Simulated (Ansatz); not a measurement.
Crystal: Bi, simple cubic type, 1 atom in the cell.

Computed with PBE, plane waves, PAW datasets (generated hard set) (Ansatz).

Cutoff 700 eV; k-mesh 17×17×17 Γ-centred; Fermi–Dirac smearing of 0.0612 eV; no spin polarisation; no spin–orbit coupling.

The fit to the energies gives V₀ = 35.186 Å³/atom (a₀ = 3.277 Å), B₀ = 46.2 GPa, B₀′ = 4.70.

**Question.** What pressure does the program print at V = 35.887 Å³/atom, and how far above the lowest computed point (V = 35.183 Å³/atom) does the energy lie?

**Answer.** -0.87 GPa and 1.94 meV/atom. All points:

```json
{"V (Å³/atom)": "33.072", "a (Å)": "3.2099", "E − E(min) (meV/atom)": "20.61", "P (GPa)": "3.31"}
{"V (Å³/atom)": "33.776", "a (Å)": "3.2325", "E − E(min) (meV/atom)": "8.81", "P (GPa)": "2.08"}
{"V (Å³/atom)": "34.480", "a (Å)": "3.2548", "E − E(min) (meV/atom)": "2.13", "P (GPa)": "0.98"}
{"V (Å³/atom)": "35.183", "a (Å)": "3.2768", "E − E(min) (meV/atom)": "0.00", "P (GPa)": "0.00"}
{"V (Å³/atom)": "35.887", "a (Å)": "3.2985", "E − E(min) (meV/atom)": "1.94", "P (GPa)": "-0.87"}
{"V (Å³/atom)": "36.591", "a (Å)": "3.3199", "E − E(min) (meV/atom)": "7.51", "P (GPa)": "-1.65"}
{"V (Å³/atom)": "37.294", "a (Å)": "3.3410", "E − E(min) (meV/atom)": "16.32", "P (GPa)": "-2.35"}
```

The published all-electron PBE values for this crystal (mean of FLEUR and WIEN2k, k-spacing 0.06 Å⁻¹; Bosoni et al., Nat. Rev. Phys. 6, 45 (2024)) are V₀ = 35.205 Å³/atom, B₀ = 46.1 GPa, B₀′ = 4.71. This run's mesh is coarser (spacing 0.11 Å⁻¹), so part of any difference comes from k-sampling.

The stress includes the program's correction for the finite plane-wave basis.

This cubic structure is a model: it isn't the usual form of the substance at ambient conditions, and such phases are metastable or hypothetical. The k-mesh is modest, so these values aren't fully converged in k. Spin–orbit coupling is left out, which matters for 6p elements such as Tl, Pb and Bi.
